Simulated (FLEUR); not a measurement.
## RbBr under changes of volume

One of the cells (40.248 Å³/atom); the others are scaled copies at fixed shape and fractional positions:

```
CELL_PARAMETERS angstrom
0.00000 3.42700 3.42700
3.42700 0.00000 3.42700
3.42700 3.42700 0.00000
ATOMIC_POSITIONS crystal
Rb 0.00000 0.00000 0.00000
Br 0.50000 0.50000 0.50000
```

- Program: FLEUR MaX-R8.1 (later development tree)
- Functional: Wu-Cohen GGA
- Potentials or basis: all-electron
- Basis: FLAPW
- Kmax: 4.1 1/bohr
- k mesh: 7 × 7 × 7
- Occupations: fermi-dirac, width 0.05 eV
- Spin: no spin polarisation

```csv
volume (Å³/atom),energy over the lowest point (meV/atom),gap on the mesh (eV)
37.833,7.68,4.42
38.638,3.48,4.38
40.248,0.00,4.29
41.858,1.84,4.22
42.663,?,?
```

**Question.** What does the run at 42.663 Å³/atom give?

**Answer.** Energy over the lowest point 4.38 meV/atom; gap on the mesh 4.18 eV.

Worked out: A Birch-Murnaghan fit of order 2 (a polynomial in V^(-2/3)) to the other rows has its minimum at 40.45 Å³/atom with B0 = V·E''(V) = 13.1 GPa. It gives 4.49 meV/atom at 42.663 Å³/atom, against the run's 4.38. A straight line through the other rows of the gap, of slope -2.01 eV per unit of ln V (its deformation potential), extrapolates to 4.18 eV, against the run's 4.18.

Energies are extrapolated to zero smearing.

Caveats: an odd mesh through Γ misses points on the zone boundary, where band edges often lie (some runs). Spin-orbit coupling on Br, Rb is left out.
